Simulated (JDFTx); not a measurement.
Crystal: MgB2.

```xyz
3
Lattice="3.0850 0.0000 0.0000 -1.5425 2.6717 0.0000 0.0000 0.0000 3.5230" Properties=species:S:1:pos:R:3 pbc="T T T"
Mg    0.0000    0.0000    0.0000
B     1.5425    0.8906    1.7615
B     0.0000    1.7811    1.7615
```

| Property | Result |
| --- | --- |
| Program | JDFTx 1.7.0 (patched build) |
| Task | relaxation of cell and atoms |
| Functional | r2SCAN |
| Potentials or basis | SG15-PBE-1.2 |
| Cutoff | 1088 eV |
| Density cutoff | 8708 eV |
| k mesh | 6 × 6 × 5 |
| Occupations | fermi-dirac, width 0.05 eV |
| Spin | no spin polarisation |

At the start: pressure -2.2 GPa; volume 9.68 Å³/atom.

Task: Where does the relaxation end?

Result: Over 7 steps the energy falls by 3.2 meV/atom and the volume is 9.49 Å³/atom (-2.0 %); space group P6/mmm (No. 191, to 0.05 Å).

Step by step:
| step | energy change (eV) | largest force (eV/Å) | pressure (GPa) | volume (Å³) |
| --- | --- | --- | --- | --- |
| 1 | 0.0000 | 0.0000 | -2.15 | 29.04 |
| 2 | -0.0026 | 0.0000 | -1.70 | 28.93 |
| 3 | -0.0094 | 0.0000 | 0.16 | 28.46 |
| 4 | -0.0096 | 0.0000 | -0.32 | 28.51 |
| 5 | -0.0097 | 0.0000 | 0.05 | 28.45 |
| 6 | -0.0097 | 0.0000 | 0.00 | 28.46 |
| 7 | -0.0097 | 0.0000 | -0.01 | 28.46 |

Final structure:
```xyz
3
Lattice="3.0844 0.0000 0.0000 -1.5422 2.6712 0.0000 0.0000 0.0000 3.4544" Properties=species:S:1:pos:R:3 pbc="T T T"
Mg    0.0000    0.0000    0.0000
B     1.5422    0.8904    1.7272
B     0.0000    1.7808    1.7272
```

Caveat: the k mesh is coarse (spacing up to 0.39 Å⁻¹), so the values aren't converged; meta-GGA forces are noisy on this grid; the potentials were made for another functional, which shifts forces and pressure.
